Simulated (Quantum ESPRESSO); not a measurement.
**PtS2: single point with PBEsol**

PtS2:

```
Pt S
1.0
     3.54320    0.00000    0.00000
    -1.77160    3.06850    0.00000
     0.00000    0.00000    5.03880
Pt S
1 2
Direct
  0.99943 0.99349 0.01005
  0.66718 0.33107 0.77169
  0.33506 0.67148 0.23435
```

The cell isn't the ideal one: atoms moved at random, drawn with an rms of 0.05 Å.

```
Program             : Quantum ESPRESSO 7.5
Task                : single point
Functional          : PBEsol
Potentials or basis : GBRV 1.5 PBEsol
Cutoff              : 612 eV
Density cutoff      : 4898 eV
k mesh              : 9 × 9 × 5
Occupations         : fermi-dirac, width 0.05 eV
Spin                : no spin polarisation
```

```
Pressure               : 4.3 GPa
Largest force          : 1.090 eV/Å
Band gap on the k mesh : 0.82 eV, indirect (least direct gap 0.95 eV)
```

Forces in eV/Å, atoms in the order of the input:
```
Pt  -0.162  0.462 -0.725
S    0.020 -0.087 -0.289
S    0.142 -0.375  1.014
```

Stress tensor (GPa, compression positive):
```
 5.09 -0.23  0.38
-0.23  3.99 -0.88
 0.38 -0.88  3.68
```

Levels at points of the mesh, in eV from the valence-band top:
```csv
k point,band 11,band 12,band 13,band 14,band 15,band 16,band 17,band 18
"(0.00, 0.00, 0.00)",-1.90,-1.16,-1.09,-0.08,2.29,2.36,4.56,5.52
```

Wall time 84 s on 2 MPI ranks on Arm Neoverse V1, on a shared host, peak memory 0.36 GiB a rank.

Caveat: spin-orbit coupling is left out, which moves the levels of the heavy elements; an odd mesh through Γ misses points on the zone boundary, where band edges often lie.
